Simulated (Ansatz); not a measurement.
The calculation used DFT PBE, scalar-relativistic, plane waves, PAW (Ansatz). Settings: cutoff 420 eV, Γ-centred meshes spaced at most about 0.3 Å⁻¹, and about 0.25 Å⁻¹ or finer for metals (2π included), Gaussian smearing. No spin polarisation.

Each guess is relaxed in cell and atoms at zero pressure, on a coarse mesh first where it starts far from rest and then on a converged one. The steps can't lower the symmetry of the start, but it can rise. Energies are static (0 K, no zero-point motion).

Two unrelaxed guesses for Hf3H8:

Guess 1.

Space group P6/mmm (No. 191). a = 3.723 Å, b = 3.723 Å, c = 8.604 Å, α = 90.00°, β = 90.00°, γ = 120.00°
| atom | site | symmetry | x | y | z |
| --- | --- | --- | --- | --- | --- |
| Hf | 2e | 6mm | 0.0000 | 0.0000 | 0.8239 |
| Hf | 1b | 6/mmm | 0.0000 | 0.0000 | 0.5000 |
| H | 3g | mmm | 0.5000 | 0.0000 | 0.5000 |
| H | 3f | mmm | 0.5000 | 0.0000 | 0.0000 |
| H | 2d | -6m2 | 0.3333 | 0.6667 | 0.5000 |

Guess 2.

Space group Pm-3m (No. 221). a = 4.071 Å, b = 4.071 Å, c = 4.071 Å, α = 90.00°, β = 90.00°, γ = 90.00°
```
atom  site  symmetry       x       y       z
  Hf    3d    4/mm.m  0.5000  0.0000  0.0000
   H    8g       .3m  0.5826  0.5826  0.5826
```

Task: Which guess leads to the lower structure, and by how much?

Result: Guess 2 ends lower, by 0.99 eV/atom. Guess 1: P6/mmm at 9.4 Å³/atom → P6/mmm at 10.0 Å³/atom; Guess 2: Pm-3m at 6.1 Å³/atom → Pm-3m at 9.2 Å³/atom. Counting H atoms around Hf (those within 1.25 times the shortest such distance or 1.15 times the sum of covalent radii; a plus sign parts nearer from farther groups; a slash parts the counts of unlike sites), the end of guess 1 has Hf 6/6+6 and the end of guess 2 has Hf 8. End of guess 1. Conventional cell: a = 3.887 Å, c = 8.419 Å. Around Hf on a site of symmetry 6mm lie 6 H at 2.33 Å, 1 Hf at 2.58 Å and 1 Hf at 2.92 Å; Hf on a site of symmetry 6/mmm is surrounded by 6 H at 1.94 Å, 6 H at 2.24 Å and 2 Hf at 2.92 Å; around H on a site of symmetry mmm lie 2 H at 1.12 Å, 4 H at 1.94 Å and 2 Hf at 1.94 Å; 2 more sites not described. End of guess 2. Conventional cell: a = 4.654 Å. Hf is surrounded by 8 H at 2.03 Å; around H lie 3 Hf at 2.03 Å and 6 H at 2.28–2.37 Å.

Cells without such a test can be saddle points. Shaken at random and relaxed again, the end of guess 2 came back. Spin–orbit coupling, which can matter for Hf, is left out. With hydrogen, zero-point motion can shift such differences by 10 meV/atom or more.
